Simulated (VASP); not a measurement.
## CdS (Hawleyite): relaxation of cell and atoms with PBEsol

CdS (Hawleyite):

```xyz
2
Lattice="0.0000 2.9185 2.9185 2.9185 0.0000 2.9185 2.9185 2.9185 0.0000" Properties=species:S:1:pos:R:3 pbc="T T T"
Cd    2.9185    5.8369    2.9185
S     1.4592    1.4592    1.4592
```

```
Program                : VASP 6.6.1
Task                   : relaxation of cell and atoms
Functional             : PBEsol
Potentials or basis    : VASP PAW PBE potentials, release 64 (Cd, S)
Cutoff                 : 600 eV
k mesh                 : 8 × 8 × 8
Occupations            : gaussian, width 0.03 eV
Spin                   : no spin polarisation
Further INCAR settings : ALGO = Normal; EDIFF = 1e-07; IBRION = 2; EDIFFG = -0.005; NSW = 90; ISIF = 3
```

```yaml
Relaxed_volume: 24.84 Å³/atom
Relaxed_cell: a = 4.126 Å, b = 4.126 Å, c = 4.126 Å, α = 60.00°, β = 60.00°, γ = 60.00°
Space_group_after_relaxing_to_0.05_Å: F-43m (No. 216)
Energy_gained_by_relaxing: 0.0 meV/atom
Ionic_steps: 2
Pressure_after_relaxing: 0.0 GPa
Band_gap_on_the_k_mesh: 1.01 eV, direct
```

Final structure:
```yaml
crystal:
  lattice:
    - [0.00000, 2.91764, 2.91764]
    - [2.91764, 0.00000, 2.91764]
    - [2.91764, 2.91764, 0.00000]
  atoms:
    - { symbol: Cd, position: [0.00000, 0.00000, 0.00000] }
    - { symbol: S, position: [0.25000, 0.25000, 0.25000] }
```

Levels at points of the mesh, in eV from the valence-band top:
```
           k point  band 7  band 8  band 9  band 10  band 11  band 12
(0.00, 0.00, 0.00)    0.00    0.00    0.00     1.01     6.45     6.45
(0.50, 0.00, 0.00)   -4.47   -0.76   -0.76     2.89     6.91     6.91
(0.50, 0.50, 0.00)   -4.01   -1.91   -1.91     3.39     4.25     9.07
```

Run time: 18 s on 1 thread of Intel(R) Xeon(R) 6975P-C (Granite Rapids) (shared host), peak memory 0.22 GiB.

Caveat: the PAW data sets were made with another functional, which shifts forces and pressure a little.
